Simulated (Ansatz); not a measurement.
## CuAu under changes of volume

One of the cells (15.351 Å³/atom); the others are scaled copies at fixed shape and fractional positions:

```xyz
2
Lattice="1.4431 0.8331 4.2562 -1.4431 0.8331 4.2562 0.0000 -1.6663 4.2562" Properties=species:S:1:pos:R:3 pbc="T T T"
Au    0.0000    0.0000    0.0000
Cu    0.0000    0.0000    6.3843
```

The cell comes from a database or a generator and needn't be the stable form of this composition.

| Item | Value |
| --- | --- |
| Program | Ansatz 0.2.0 |
| Functional | LDA |
| Potentials or basis | all-electron LAPW, scalar-relativistic |
| Cutoff | 273 eV (chosen from the basis error) |
| Basis error allowed | 0.001 eV/atom |
| k mesh | 11 × 11 × 11 |
| Occupations | fermi-dirac, width 0.05 eV |
| Spin | no spin polarisation |

```csv
volume (Å³/atom),energy over the lowest point (meV/atom),pressure (GPa)
14.430,0.00,-4.4
14.737,11.67,-7.6
15.044,29.02,-10.4
15.351,?,?
15.658,77.84,-14.9
15.965,108.07,-16.6
16.272,141.46,-18.2
```

Question: What does the run at 15.351 Å³/atom give?

Answer: Energy over the lowest point 51.30 meV/atom; pressure -12.8 GPa.

Worked out: A Birch-Murnaghan fit of order 3 (a polynomial in V^(-2/3)) to the other rows has its minimum at 14.06 Å³/atom, just outside them, with B0 = V·E''(V) = 185 GPa and B' = 5.4 at fixed shape and positions, which overstates the stiffness. It gives 51.30 meV/atom at 15.351 Å³/atom, against the run's 51.30, and -dE/dV = -12.8 GPa, against -12.8.

Energies are extrapolated to zero smearing.
